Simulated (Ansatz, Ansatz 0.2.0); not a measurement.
# Lattice constants of Zr₂Ga from LDA, PBEsol and r²SCAN, with tests of mesh, cutoff and potentials

## Starting point

Zr₂Ga crystallises in the tetragonal CuAl₂ type, space group I4/mcm. The reference values, a = 6.712 Å and c = 5.443 Å, come from a printed reference work on crystal structures of intermetallic A2B phases; the method behind these compiled values is not given with them. A second pair, a = 6.708 Å and c = 5.437 Å, belongs to a diffraction refinement (1972, Crystallography Open Database entry 1524521), for which neither sample nor temperature is given. This second cell is also the starting structure of our relaxations. It is slightly smaller than the reference cell, by 0.004 Å in a and 0.006 Å in c. The two pairs thus agree to about 0.1 %, although two values cannot show the whole experimental doubt.

| compared with | measured | source's wording or label | method |
| --- | --- | --- | --- |
| a (Å) | 6.712 | tetragonal a | compiled value, method not stated * |
| c (Å) | 5.443 | tetragonal c | compiled value, method not stated * |
| a (Å) | 6.708 | 6.7080 | diffraction refinement behind the database entry |
| c (Å) | 5.437 | 5.4370 | diffraction refinement behind the database entry |

Where a quantity has several values, deviations refer to the one marked *.

Conditions are those given with the value in the passage it was taken from; "not stated" means there, and the paper may say more elsewhere. The values are a selection: others may have been left out beforehand as unlike or outlying.

## Choices

We want the cheapest level of theory that gives both a and c within 0.5 % of the reference, which is about 0.03 Å on either axis. This limit is several times the difference between the two measured cells, yet narrow enough to expose the usual errors of density functionals, which for metals often reach one or two per cent in length.

The model is the perfect, non-magnetic crystal with six atoms in the primitive cell. Both axes and the one free internal coordinate, that of Zr, are relaxed within the symmetry of the start. The computed cell is static. If the measurements were made near room temperature, thermal and zero-point expansion would make the measured axes longer by roughly 0.2 %, so a sound static result should lie slightly below the reference.

We begin with LDA and establish what basis it needs, then move to a better functional if the error of LDA itself calls for it. The level that meets the target is to be checked before we rely on it.

Plain PBE isn't shown in this study.

System: Zr2Ga, CuAl2 type (C16), tetragonal; I4/mcm (No. 140), 6 atoms in the primitive cell; the database structure is a diffraction structure: a = 6.708 Å, c = 5.437 Å; structure from the Crystallography Open Database.

On the selection of runs and values: Further runs on this system are not shown.

## 1. LDA with a low and a standard cutoff

LDA is the simplest functional, and a small plane-wave basis makes it cheaper still. A variable-cell relaxation is sensitive to the basis through the stress, so we run a cutoff of 290 eV beside the default of 420 eV, on the same 8×8×8 mesh. We expect LDA to give both axes too short, probably by more than the target allows; the pair will also tell whether the low cutoff can be used at all.

**Run 1.** Ansatz 0.2.0: LDA, cell and atoms relaxed from the database structure, PAW set soft_2, cutoff 290 eV, 8x8x8 k mesh, Gaussian smearing 0.1 eV.

Key lines of the input:
```
crystal:
  # lattice and atoms
kpoints:
  mp_grid: { grid: [8, 8, 8] }
hamiltonian:
  xc: lda
scf:
  occupations: { method: gaussian, width: 0.1 }
output:
  forces: true
  stress: true
basis:
  ecutwfc: 290.0
relax:
  adjacent_minimum: "off"
  f_tol: 0.005
  max_steps: 60
  cell: { stress_tol: 0.03 }
```

Command:
```
ansatz run input.yaml --threads 4 --pin off --max-ram 16384MiB --backend cpu --events-out ev --progress --plain --runs-dir out
```

Selected lines of the output:
```
--- Relaxed structure (10 steps of the walk, 9 accepted, 4 SCFs on fresh bases) ---
```

Converged; 43 s on 4 cores of Arm Neoverse V2, shared host. Warnings: cutoff_below_recommended (in short: A typed cutoff is below a recommended value, from the records, the datasets' recipe or DFPT's needs, possibly lowering the density cutoff; compare with a higher-cutoff run).

**Run 2.** Ansatz 0.2.0: LDA, cell and atoms relaxed from the database structure, PAW set soft_2, cutoff 420 eV (default), 8x8x8 k mesh, Gaussian smearing 0.1 eV.

Key lines of the input, as changed from run 1:
```diff
- basis:
-   ecutwfc: 290.0
```

Selected lines of the output:
```
Basis set: ecut = 420 eV, 2209 PW (Γ) [...]
k-points: 59 of 512
relax step   1: F+E_penalty+E_count = -23726.77920348 eV  [...]  max|allowed force component| = 3.359e-2 eV/Å  [...]  P = -6.717 GPa  Ω = 122.325 Å³  (7 SCF iters, dr2 threshold 1.00e-7 eV [...]
relax step   2: F+E_penalty+E_count = -23726.64047515 eV  [...]  max|allowed force component| = 5.602e-2 eV/Å  [...]  P = +11.457 GPa  Ω = 105.941 Å³  [...]
[...]
relax step   6: F+E_penalty+E_count = -23726.94491546 eV  [...]  max|allowed force component| = 3.531e-4 eV/Å  [...]  P = +0.001 GPa  Ω = 114.941 Å³  [...]
relax step   7: F+E_penalty+E_count = -23726.94402356 eV  [...]  max|allowed force component| = 3.754e-4 eV/Å  [...]  P = -0.003 GPa  Ω = 114.941 Å³  [...]
--- Relaxed structure (6 steps of the walk, 5 accepted, 1 SCFs on fresh bases) ---
  cell:  # Å, volume = 114.9409 Å³
    - [-3.277362583488718, 3.277362583488718, 2.675256662284225]
    - [3.277362583488718, -3.277362583488718, 2.675256662284225]
    - [3.277362583488718, 3.277362583488718, -2.675256662284225]
```

Converged; took 41 s.

| quantity | run 1 | run 2 | measured |
| --- | --- | --- | --- |
| a (Å) | 6.549 | 6.555 | 6.712 |
| c (Å) | 5.362 | 5.351 | 5.443 |
| conventional cell volume (Å³) | 229.99 | 229.88 |  |

At the default cutoff LDA makes a too short by 0.157 Å (2.3 %) and c by 0.092 Å (1.7 %). The sign is the usual one for this functional, but the size is at the upper end of what we would expect, and thermal expansion accounts for only a small part of it.

The cutoff of 290 eV lies below the recommended value, as the program warns, and the comparison shows what that does. The volume hardly changes, but the shape does: a is 0.006 Å shorter and c 0.011 Å longer than at 420 eV. That is up to 0.2 % on an axis, a sizeable part of our tolerance. Nor did the small basis save time, since the relaxation needed more steps. We therefore drop it.

## 2. Is the LDA miss numerical?

Before we blame the functional for a miss of this size, we test three of the numerical choices behind it, each changed separately from the default LDA run: a cutoff of 590 eV, a 10×10×10 mesh, and PseudoDojo norm-conserving pseudopotentials in place of the PAW set. The last is the dearest because of its much higher cutoff, but it is the only one of the three that tests the potentials themselves. We expect shifts of a few thousandths of an ångström from cutoff and mesh, and perhaps somewhat more from the potentials, far short of what would rescue LDA.

**Run 3.** Ansatz 0.2.0: LDA, cell and atoms relaxed from the database structure, PAW set soft_2, cutoff 590 eV, 8x8x8 k mesh, Gaussian smearing 0.1 eV.

Key lines of the input, as changed from run 2:
```diff
+ basis:
+   ecutwfc: 590.0
```

Selected lines of the output:
```
Basis set: ecut = 590 eV, 3727 PW (Γ) [...]
k-points: 59 of 512
relax step   1: F+E_penalty+E_count = -23726.78164419 eV  [...]  max|allowed force component| = 3.361e-2 eV/Å  [...]  P = -6.720 GPa  Ω = 122.325 Å³  (7 SCF iters, dr2 threshold 1.00e-7 eV [...]
relax step   2: F+E_penalty+E_count = -23726.64213128 eV  [...]  max|allowed force component| = 5.593e-2 eV/Å  [...]  P = +11.443 GPa  Ω = 105.940 Å³  [...]
[...]
relax step   6: F+E_penalty+E_count = -23726.94689278 eV  [...]  max|allowed force component| = 3.714e-4 eV/Å  [...]  P = +0.001 GPa  Ω = 114.933 Å³  [...]
relax step   7: F+E_penalty+E_count = -23726.94663164 eV  [...]  max|allowed force component| = 3.870e-4 eV/Å  [...]  P = +0.001 GPa  Ω = 114.933 Å³  [...]
--- Relaxed structure (6 steps of the walk, 5 accepted, 1 SCFs on fresh bases) ---
  cell:  # Å, volume = 114.9327 Å³
    - [-3.2772733420071645, 3.2772733420071645, 2.675212163133818]
    - [3.2772733420071645, -3.2772733420071645, 2.675212163133818]
    - [3.2772733420071645, 3.2772733420071645, -2.675212163133818]
```

Converged; 59 s on 4 cores of Arm Neoverse V1, shared host.

**Run 4.** Ansatz 0.2.0: LDA, cell and atoms relaxed from the database structure, PAW set soft_2, cutoff 420 eV (default), 10x10x10 k mesh, Gaussian smearing 0.1 eV.

Key lines of the input, as changed from run 2:
```diff
  kpoints:
-   mp_grid: { grid: [8, 8, 8] }
+   mp_grid: { grid: [10, 10, 10] }
```

Selected lines of the output:
```
--- Relaxed structure (6 steps of the walk, 5 accepted, 1 SCFs on fresh bases) ---
```

Converged; took 62 s.

**Run 5.** Ansatz 0.2.0: LDA, PseudoDojo norm-conserving pseudopotentials, cell and atoms relaxed from the database structure, cutoff 1088 eV (default), 8x8x8 k mesh, Gaussian smearing 0.1 eV.

Key lines of the input, as changed from run 2:
```diff
  hamiltonian:
+   pseudopotentials: { kind: nc, accuracy: standard }
```

Selected lines of the output:
```
--- Relaxed structure (6 steps of the walk, 5 accepted, 1 SCFs on fresh bases) ---
```

Converged; took 2 min.

| quantity | run 3 | run 4 | run 5 | measured |
| --- | --- | --- | --- | --- |
| a (Å) | 6.555 | 6.557 | 6.556 | 6.712 |
| c (Å) | 5.350 | 5.347 | 5.350 | 5.443 |
| conventional cell volume (Å³) | 229.87 | 229.89 | 229.99 |  |

None of the three changes moves either axis by more than 0.004 Å. The higher cutoff and the norm-conserving potentials shift them by 0.001 Å at most; the denser mesh has the largest effect, lengthening a by 0.002 Å and shortening c by 0.004 Å. Against misses of 0.157 and 0.092 Å this is negligible. The agreement between two kinds of potential also makes it unlikely that the PAW set causes the short axes. The error belongs to LDA, and the default cutoff with the 8×8×8 mesh is good enough to show it.

## 3. A gradient correction for solids

The next step in cost is a gradient-corrected functional. We take PBEsol, which was designed for the equilibrium geometry of solids and usually removes a good part of LDA's overbinding. Cutoff, mesh and smearing stay as in the default LDA run, so that the two can be compared directly. We expect both axes to grow by very roughly one per cent, which would leave a still too short.

**Run 6.** Ansatz 0.2.0: PBEsol, cell and atoms relaxed from the database structure, PAW set soft_2, cutoff 420 eV (default), 8x8x8 k mesh, Gaussian smearing 0.1 eV.

Key lines of the input, as changed from run 2:
```diff
  hamiltonian:
-   xc: lda
+   xc: pbesol
```

Selected lines of the output:
```
--- Relaxed structure (4 steps of the walk, 3 accepted, 1 SCFs on fresh bases) ---
```

Converged; 28 s on 4 cores of Arm Neoverse V2, shared host.

| quantity | run 6 | measured | deviation |
| --- | --- | --- | --- |
| a (Å) | 6.625 | 6.712 | −0.087 (−1.3 %) |
| c (Å) | 5.388 | 5.443 | −0.055 (−1.0 %) |
| conventional cell volume (Å³) | 236.49 |  |  |

PBEsol lengthens a by 0.070 Å and c by 0.037 Å relative to LDA, a little less than half of what was missing. With a still 1.3 % and c 1.0 % too short, it misses the target on both axes. An allowance of about 0.2 % for thermal and zero-point expansion would not close the gap, and the numerical shifts found with LDA were far smaller than what remains.

## 4. r²SCAN on two meshes

Both axes need to grow further. Adding a dispersion correction to PBEsol would supply extra attraction and most likely shorten them, so we change the functional instead. r²SCAN, a meta-GGA, also uses the kinetic-energy density and costs more per step. We expect it to give a larger cell than PBEsol, though its record for transition-metal compounds is less even than for insulators, and we do not know whether the gain will suffice.

We run it on the 8×8×8 mesh and also on a 4×4×4 mesh. The coarse run shows how sensitive the r²SCAN cell is to sampling, and whether a much lighter mesh would serve for this metal.

**Run 7.** Ansatz 0.2.0: r2SCAN, cell and atoms relaxed from the database structure, PAW set soft_2, cutoff 500 eV (default), 4x4x4 k mesh, Gaussian smearing 0.1 eV.

Key lines of the input, as changed from run 2:
```diff
  kpoints:
-   mp_grid: { grid: [8, 8, 8] }
+   mp_grid: { grid: [4, 4, 4] }
  hamiltonian:
-   xc: lda
+   xc: r2scan
```

Command:
```
ansatz run input.yaml --threads 8 --pin off --max-ram 16384MiB --backend cpu --events-out ev --progress --plain --runs-dir out
```

Selected lines of the output:
```
Basis set: ecut = 500 eV, 3073 PW (Γ) [...]
k-points: 13 of 64
  cell:  # Å, volume = 122.2317 Å³
```

Converged; 18 s on 8 cores of Arm Neoverse N1, shared host.

**Run 8.** Ansatz 0.2.0: r2SCAN, cell and atoms relaxed from the database structure, PAW set soft_2, cutoff 500 eV (default), 8x8x8 k mesh, Gaussian smearing 0.1 eV.

Key lines of the input, as changed from run 2:
```diff
  hamiltonian:
-   xc: lda
+   xc: r2scan
```

Selected lines of the output:
```
Basis set: ecut = 500 eV, 3073 PW (Γ) [...]
k-points: 59 of 512
  cell:  # Å, volume = 122.0864 Å³
```

Converged; took 47 s.

| quantity | run 7 | run 8 | measured |
| --- | --- | --- | --- |
| a (Å) | 6.734 | 6.704 | 6.712 |
| c (Å) | 5.391 | 5.432 | 5.443 |
| conventional cell volume (Å³) | 244.46 | 244.17 |  |

On the 8×8×8 mesh r²SCAN meets the target on both axes: a is 0.008 Å (0.1 %) and c 0.011 Å (0.2 %) shorter than the reference. The gain over PBEsol is larger than we had dared to expect.

The 4×4×4 mesh fails. Its a is still within the limit, but c is 0.052 Å, or about 1 %, too short. The volume hides this error, since it differs by only 0.1 % between the two meshes: coarse sampling makes the cell too wide and too flat at almost the right volume. For this metal the axes have to be checked one by one.

The shifts between the meshes, 0.030 Å in a and 0.041 Å in c, are close to the tolerance for a and beyond it for c, so they show that the coarse mesh is inadequate without proving the finer one converged. With LDA, going from 8×8×8 to 10×10×10 moved the axes by 0.004 Å at most. That is encouraging, but it was found with another functional, and a denser mesh with r²SCAN is not shown in this report.

## Table of results

| run | settings | a (Å) | deviation | c (Å) | deviation | cost |
| --- | --- | --- | --- | --- | --- | --- |
| 1 | LDA, PAW set soft_2, cutoff 290 eV, 8x8x8 k mesh | 6.549 | −0.163 (−2.4 %) | 5.362 | −0.081 (−1.5 %) | 2.9 core-min |
| 2 | LDA, PAW set soft_2, cutoff 420 eV (default), 8x8x8 k mesh | 6.555 | −0.157 (−2.3 %) | 5.351 | −0.092 (−1.7 %) | 2.7 core-min |
| 3 | LDA, PAW set soft_2, cutoff 590 eV, 8x8x8 k mesh | 6.555 | −0.157 (−2.3 %) | 5.350 | −0.093 (−1.7 %) | 4 core-min |
| 4 | LDA, PAW set soft_2, cutoff 420 eV (default), 10x10x10 k mesh | 6.557 | −0.155 (−2.3 %) | 5.347 | −0.096 (−1.8 %) | 4.1 core-min |
| 5 | LDA, PseudoDojo norm-conserving pseudopotentials, cutoff 1088 eV (default), 8x8x8 k mesh | 6.556 | −0.156 (−2.3 %) | 5.350 | −0.093 (−1.7 %) | 7.9 core-min |
| 6 | PBEsol, PAW set soft_2, cutoff 420 eV (default), 8x8x8 k mesh | 6.625 | −0.087 (−1.3 %) | 5.388 | −0.055 (−1.0 %) | 1.9 core-min |
| 7 | r2SCAN, PAW set soft_2, cutoff 500 eV (default), 4x4x4 k mesh | 6.734 | +0.022 (+0.3 %) | 5.391 | −0.052 (−1.0 %) | 2.3 core-min |
| 8 | r2SCAN, PAW set soft_2, cutoff 500 eV (default), 8x8x8 k mesh | 6.704 | −0.008 (−0.1 %) | 5.432 | −0.011 (−0.2 %) | 6.3 core-min |
|  | measured | 6.712 |  | 5.443 |  |  |

Further runs on the same system, made beside this series (convergence steps with loose settings among them):

| further | settings | a (Å) | deviation | c (Å) | deviation | cost |
| --- | --- | --- | --- | --- | --- | --- |
| F1 | r2SCAN+rVV10, PAW set soft_2, cutoff 500 eV (default), 8x8x8 k mesh | 6.682 | −0.030 (−0.4 %) | 5.418 | −0.025 (−0.5 %) | 9.3 core-min |
| F2 | PBEsol+D3(BJ), PAW set soft_2, cutoff 420 eV (default), 8x8x8 k mesh | 6.537 | −0.175 (−2.6 %) | 5.327 | −0.116 (−2.1 %) | 2.5 core-min |
| F3 | BLYP+D3(BJ), PAW set soft_2, cutoff 420 eV (default), 8x8x8 k mesh | 6.584 | −0.128 (−1.9 %) | 5.368 | −0.075 (−1.4 %) | 2.3 core-min |
| F4 | LDA, PAW set soft_2, cutoff 420 eV (default), 4x4x4 k mesh | 6.582 | −0.130 (−1.9 %) | 5.308 | −0.135 (−2.5 %) | under 1 core-min |
|  | measured | 6.712 |  | 5.443 |  |  |

## Judgement

r²SCAN on the 8×8×8 mesh meets the target on both axes: a is 0.1 % and c 0.2 % shorter than the reference, at a cost of 6.3 core-minutes. It is the cheapest level shown here that does so. LDA and PBEsol leave both axes at least 1 % too short.

The LDA checks of cutoff, mesh and potentials were worth their cost, because they placed that miss with the functional. The 290 eV run, below the recommended cutoff, saved nothing and distorted the cell shape. The 4×4×4 mesh is unusable for c. A further LDA run on that mesh shows the same distortion as r²SCAN, with a too long and c too short relative to the finer mesh. This similarity makes it plausible that r²SCAN, like LDA, would change little beyond 8×8×8, but does not prove it. Checks of the cutoff and the potentials with r²SCAN are not shown in this report, nor is one of the smearing width, so the pass rests on these settings as they stand.

Further runs confirm that added dispersion attraction shrinks the cell. D3(BJ) takes PBEsol further from the reference, and rVV10 shortens the r²SCAN axes by 0.022 and 0.014 Å. r²SCAN+rVV10 still passes, but narrowly and at higher cost.

The small remainder has the sign and rough size of the thermal and zero-point expansion missing from a static cell. We cannot assign it firmly, since no temperature is given with the measured values, and the two measured cells themselves differ by about 0.1 %. Nor can one compound tell whether r²SCAN describes the bonding well or benefits from compensating errors. Plain PBE, which usually gives larger cells than PBEsol, would be the natural candidate for a cheaper level.

[Logs are printed without paths, hosts, clocks, repeated set-up lines and the standing remarks that a program may print on its own settings, such as how far it seeks lower states.]

[The runs shown are a pick from a larger set of finished runs; failed, doubtful and other runs were left out of it ahead of writing. So were measured values far from every level or from commonly accepted values, and agreement can look better than it is. Lines of input and output are excerpts and may be shortened.]
